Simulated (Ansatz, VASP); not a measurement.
**One calculation of Pd, two programs**

File INCAR:

```
PREC = Accurate
ENCUT = 600
EDIFF = 1E-6
ISMEAR = -1
SIGMA = 0.1
LREAL = F
LASPH = T
NELM = 80
ALGO = Normal
ISIF = 3
LWAVE = F
LCHARG = F
GGA = PS
IBRION = 2
NSW = 80
EDIFFG = -0.01
```

File KPOINTS:

```
Automatic mesh
0
Gamma
  14 14 14
```

File POSCAR:

```
Pd
1.0
   -1.5436681530      1.5436681530      1.5436681530
    1.5436681530     -1.5436681530      1.5436681530
    1.5436681530      1.5436681530     -1.5436681530
Pd
1
Direct
    0.0000000000      0.0000000000      0.0000000000
```

Input for Ansatz:

```yaml
crystal:
  lattice:
    - [-1.543668153, 1.543668153, 1.543668153]
    - [1.543668153, -1.543668153, 1.543668153]
    - [1.543668153, 1.543668153, -1.543668153]
  atoms:
    - { symbol: Pd, position: [0.0, 0.0, 0.0] }
hamiltonian:
  xc: pbesol
  pseudopotentials:
    kind: paw
    azcp:
      Pd: "pseudopotentials/Pd.paw.azcp"
basis:
  ecutwfc: 420
  fft_grid_basis: typed
kpoints:
  mp_grid: { grid: [14, 14, 14], shift: [0, 0, 0] }
magnetization:
  spin_polarized: false
scf:
  occupations: { method: fermi_dirac, width: 0.1 }
relax:
  max_steps: 60
  f_tol: 0.01
  cell: {}
```

The cell was built by a generator and needn't be a form met in nature.

Alike in both runs: task relaxation of cell and atoms; functional PBEsol; k mesh 14 × 14 × 14; occupations fermi-dirac, width 0.1 eV; no spin polarisation.

```csv
,VASP,Ansatz
version,VASP 6.6.1,Ansatz 0.2.0
potentials or method,"VASP PAW PBE potentials, release 64 (Pd)","plane waves (420 eV) with PAW, scalar-relativistic"
plane-wave cutoff (eV),600,420
valence electrons in the cell,10,18
```

VASP gave:

* relaxed volume (Å³/atom): 14.67
* relaxed cell length with the largest relative difference (Å): 2.671

**Question.** What did Ansatz give for the same quantities?

**Answer.** Relaxed volume (Å³/atom): 14.69; relaxed cell length with the largest relative difference (Å): 2.673.

The two sets of potentials don't hold the same shells in valence. Ansatz warned: «pseudo_functional_mismatch».

Caveats: the PAW data sets were made with another functional, which shifts forces and pressure a little (VASP).
